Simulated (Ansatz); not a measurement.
# MgO (Periclase): the cost of one run

Program: Ansatz 0.2.0. Level of theory: DFT PBE, scalar-relativistic, plane waves, PAW. These are calculated values, not measurements.

The COD entry's cell or inner coordinates are ideal or old and differ from later refinements, so a difference from it is no clean test against experiment.

1 further run of the same task is left out (set aside as unsound or not needed).

### 1 The structure to begin with

The structure is cubic, space group Fm-3m (No. 225). Conventional cell: a = 4.254 Å, b = 4.254 Å, c = 4.254 Å, α = 90.00°, β = 90.00°, γ = 90.00°. Mg (site symmetry m-3m) is surrounded by 6 O at 2.13 Å. O (site symmetry m-3m) is surrounded by 6 Mg at 2.13 Å.

As a file:

```
Mg O
1.0
     0.00000    2.12685    2.12685
     2.12685    0.00000    2.12685
     2.12685    2.12685    0.00000
Mg O
1 1
Direct
  0.00000 0.00000 0.00000
  0.50000 0.50000 0.50000
```

It is the result of an earlier relaxation at this level (volume 9.62 Å³/atom; gap on the mesh: 4.46 eV).

### 2 Electronic structure at the relaxed geometry

Contents of input.yaml:

```yaml
crystal:
  lattice:
    - [0.0, 2.1268522619, 2.1268522619]
    - [2.1268522619, 0.0, 2.1268522619]
    - [2.1268522619, 2.1268522619, 0.0]
  atoms:
    - { symbol: Mg, position: [0.0, 0.0, 0.0] }
    - { symbol: O, position: [0.5, 0.5, 0.5] }
basis:
  ecutwfc: 420
kpoints:
  mp_grid: { grid: [10, 10, 10] }
  band_path:
    path:
      - [[0.0, 0.0, 0.0], [0.5, 0.0, 0.5], [0.625, 0.25, 0.625]]
      - [[0.375, 0.375, 0.75], [0.0, 0.0, 0.0], [0.5, 0.5, 0.5], [0.5, 0.25, 0.75], [0.5, 0.0, 0.5]]
    npoints: 14
hamiltonian:
  xc: pbe
scf:
  occupations: { method: gaussian, width: 0.02 }
  n_extra_bands: 6
output:
  forces: true
  stress: true
  eigenvalues: true
  populations: true
  dos: { projected: true, de: 0.02, nscf_kmesh: { grid: [15, 15, 15] } }
  bader: true
```

Command:

```
$ ansatz run input.yaml --threads 1 --pin off --max-ram 2560MiB --backend cpu --events-out ev --progress --plain --runs-dir out
```

**Question.** How long does this run take on 1 thread of Intel Xeon Platinum 8488C (Sapphire Rapids), shared host, and how much memory does it need?

About 10 s, with a peak of 0.33 GiB.
